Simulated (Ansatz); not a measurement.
Wanted: the native input for an Ansatz 0.2.0 run.

```yaml
Task: relaxation of cell and atoms
Functional: PBEsol
Dispersion: D3(BJ)
Potentials_or_basis: Ansatz PAW
Cutoff: "420 eV (not typed: the program's choice for these potentials)"
k_mesh: 8 × 8 × 8
Occupations: fermi-dirac, width 0.05 eV
Spin: no spin polarisation
```

TiAl:

```
Ti Al
1.0
     3.17906    0.00000    0.00000
     0.00000    3.17906    0.00000
     0.00000    0.00000    3.17906
Ti Al
1 1
Direct
  0.00000 0.00000 0.00000
  0.50000 0.50000 0.50000
```

The cell comes from a database or a generator and needn't be the stable form of this composition.

The input as run:

input.yaml

```yaml
crystal:
  lattice:
    - [3.179064, 0.0, 0.0]
    - [0.0, 3.179064, 0.0]
    - [0.0, 0.0, 3.179064]
  atoms:
    - { symbol: Ti, position: [0.0, 0.0, 0.0] }
    - { symbol: Al, position: [0.5, 0.5, 0.5] }
hamiltonian:
  xc: pbesol
  pseudopotentials: { kind: paw }
  dispersion: d3bj
kpoints:
  mp_grid: { grid: [8, 8, 8] }
scf:
  occupations: { method: fermi_dirac, width: 0.05 }
output:
  forces: true
  stress: true
  eigenvalues: true
relax:
  f_tol: 0.01
  max_steps: 40
  cell: { stress_tol: 0.05 }
```

Potentials or basis: Ansatz PAW.

Launch:

```console
$ ansatz run input.yaml --threads 2 --pin off --max-ram 5632MiB --backend cpu --events-out ev --progress --plain --runs-dir out
```

Results of the run:

```
Relaxed volume                         : 15.09 Å³/atom
Relaxed cell                           : a = 3.113 Å, b = 3.113 Å, c = 3.113 Å, α = 90.00°, β = 90.00°, γ = 90.00°
Space group after relaxing (to 0.05 Å) : Pm-3m (No. 221)
Energy gained by relaxing              : 23.1 meV/atom
Ionic steps                            : 5
Pressure after relaxing                : 0.0 GPa
Band gap on the k mesh                 : none (metal or under the smearing width)
```

Caveat: the plane-wave basis is chosen anew once the cell has moved, so the energies of steps on either side of that aren't comparable; pairwise dispersion overbinds metals, which lowers pressure and volume; the PAW data sets come from PBE, with cores solved anew for the run's functional, which leaves a small shift of forces and pressure.

Run time: 3.4 s on 2 threads of Arm Neoverse V1 (shared host), peak memory 0.29 GiB.
